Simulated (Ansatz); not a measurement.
The system is CoO.

```
Co O
1.0
     1.50547    0.86918    2.43993
    -1.50547    0.86918    2.43993
     0.00000   -1.73837    2.43993
Co O
1 1
Direct
  0.00000 0.00000 0.00000
  0.50000 0.50000 0.50000
```

The cell is a database's computed one.

* Program: Ansatz 0.2.0
* Task: relaxation of cell and atoms
* Functional: PBEsol
* Dispersion: D4
* Potentials or basis: Ansatz PAW
* Cutoff: 420 eV (not typed: the program's choice for these potentials)
* k mesh: 11 × 11 × 11
* Occupations: fermi-dirac, width 0.05 eV
* Spin: collinear spin, ferromagnetic start
* Starting moments: [2.0, 0.0] μB

At the start: volume 9.58 Å³/atom.

Task: How do energy, volume and symmetry change on relaxing?

Result: It ends after 20 steps and the volume is 8.95 Å³/atom (-6.5 %); space group R-3m (No. 166, to 0.05 Å); moment 2.71 μB per cell.

The path:
```
step  energy change (eV)  largest force (eV/Å)  volume (Å³)
   1              0.0000                0.0000        19.16
   2             -0.0347                0.0000        18.56
   3             -0.0490                0.0000        17.93
   4             -0.0495                0.0000        17.95
   5             -0.0505                0.0000        17.94
   6             -0.0575                0.0000        17.89
   7             -0.0595                0.0000        17.82
   8             -0.0610                0.0000        17.89
   9             -0.0608                0.0000        17.95
  10             -0.0613                0.0000        17.91
  11             -0.0614                0.0000        17.91
  12             -0.0615                0.0000        17.89
  13             -0.0615                0.0000        17.89
  14             -0.0615                0.0000        17.90
  15             -0.0586                0.0000        17.90
  16             -0.0587                0.0000        17.90
  17             -0.0587                0.0000        17.90
  18             -0.0587                0.0000        17.90
  19             -0.0587                0.0000        17.90
  20             -0.0587                0.0000        17.90
```

Final structure:
```
Co O
1.0
     1.52418    0.87998    2.22450
    -1.52418    0.87998    2.22450
     0.00000   -1.75997    2.22450
Co O
1 1
Direct
  0.00000 0.00000 0.00000
  0.50000 0.50000 0.50000
```

Caveat: the plane-wave basis is chosen anew once the cell has moved, so the energies of steps on either side of that aren't comparable; the pressure holds a Pulay correction of +0.8 GPa for the finite cutoff; a cell with one magnetic atom can't hold antiferromagnetic order, which such compounds often take; pairwise dispersion overbinds metals, which lowers pressure and volume; the PAW data sets come from PBE, with cores solved anew for the run's functional, which leaves a small shift of forces and pressure.
